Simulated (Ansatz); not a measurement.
Rows from a G0W0 calculation on GaN (honeycomb bilayer) (Ansatz 0.2.0; G0W0 on PBE, plane waves, PAW; PAW set soft_1; 6×6×1 mesh, 407 empty bands, screening to 75 eV, PAW set soft_1 files), in eV. Spin-orbit coupling is left out.

| row | k | band | start | Σx | Σc at the solution | Vxc |
| --- | --- | --- | --- | --- | --- | --- |
| A | Γ | v1 | -5.598 | -24.536 | 3.076 | -20.706 |
| B | Γ | c2 | -2.534 | -9.608 | -3.246 | -13.894 |
| C | (0.333, 0.333, 0.000) | c1 | -1.039 | -5.391 | -3.618 | -9.647 |
| D | (0.333, 0.333, 0.000) | c2 | 0.457 | -5.758 | -3.880 | -10.458 |
| E | (0.333, 0.333, 0.000) | v1 | -5.173 | -21.314 | 3.208 | -17.411 |
| F | Γ | c1 | -3.477 | -9.133 | -2.940 | -12.878 |

Give the quasiparticle energies and the shift of each level.

The quasiparticle equation reads E = start + Σx + Σc(E) − Vxc.

```
row  E (eV)  shift (eV)
  A  -6.352      −0.754
  B  -1.495      +1.039
  C  -0.401      +0.638
  D   1.277      +0.820
  E  -5.868      −0.695
  F  -2.672      +0.805
```

The gap over the computed points goes from 1.70 eV to 3.20 eV.

Limits: not at the basis limit; coarse mesh for a sheet; no spin-orbit coupling.

[Paths, hosts, dates, memory and timing lines, banners, echoed tables and standing remarks are left out of the program output.]

[Logs are printed without paths, hosts, clocks, repeated set-up lines and the standing remarks that a program may print on its own settings, such as how far it seeks lower states.]

[Runs of the session that timed out or met a known fault of the program may be left out.]

[Cells called generated may have been cut or substituted from an entry of the Crystallography Open Database or the Materials Project.]

[Hosts, paths, dates, database ids (printed as entryN), source tags and the programs' standing remarks are cut or masked in the printed files.]
